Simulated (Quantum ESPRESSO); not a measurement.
The system is Pb.

```
CELL_PARAMETERS angstrom
0.00000 2.47502 2.47502
2.47502 0.00000 2.47502
2.47502 2.47502 0.00000
ATOMIC_POSITIONS crystal
Pb 0.00000 0.00000 0.00000
```

```yaml
Program: Quantum ESPRESSO 7.5
Task: relaxation of cell and atoms
Functional: PBEsol
Dispersion: D4
Potentials_or_basis: GBRV 1.5 PBEsol
Cutoff: 612 eV
Density_cutoff: 4898 eV
k_mesh: 9 × 9 × 9
Occupations: fermi-dirac, width 0.05 eV
Spin: no spin polarisation
```

At the start: pressure -2.1 GPa; volume 30.32 Å³/atom.

Where does the relaxation end?

Over 3 steps the energy falls by 8.3 meV/atom and the volume is 28.96 Å³/atom (-4.5 %); space group Fm-3m (No. 225, to 0.05 Å).

The path:
```tsv
step	energy change (eV)	largest force (eV/Å)	pressure (GPa)	volume (Å³)
1	0.0000	0.0000	-2.14	30.32
2	-0.0055	0.0000	-1.36	29.80
3	-0.0083	0.0000	0.11	28.96
```

Final structure:
```cif
data_structure
_symmetry_space_group_name_H-M 'P 1'
_symmetry_Int_Tables_number 1
_cell_length_a 3.4469
_cell_length_b 3.4469
_cell_length_c 3.4469
_cell_angle_alpha 60.000
_cell_angle_beta 60.000
_cell_angle_gamma 60.000
_cell_volume 28.96
loop_
_atom_site_label
_atom_site_type_symbol
_atom_site_fract_x
_atom_site_fract_y
_atom_site_fract_z
_atom_site_occupancy
Pb1 Pb 0.00000 0.00000 0.00000 1
```

The cell as given is a measured one (30.32 Å³/atom); PBEsol+D4 puts the equilibrium volume -4.5 % from it, thermal expansion not counted.

Caveat: pairwise dispersion overbinds metals, which lowers pressure and volume.
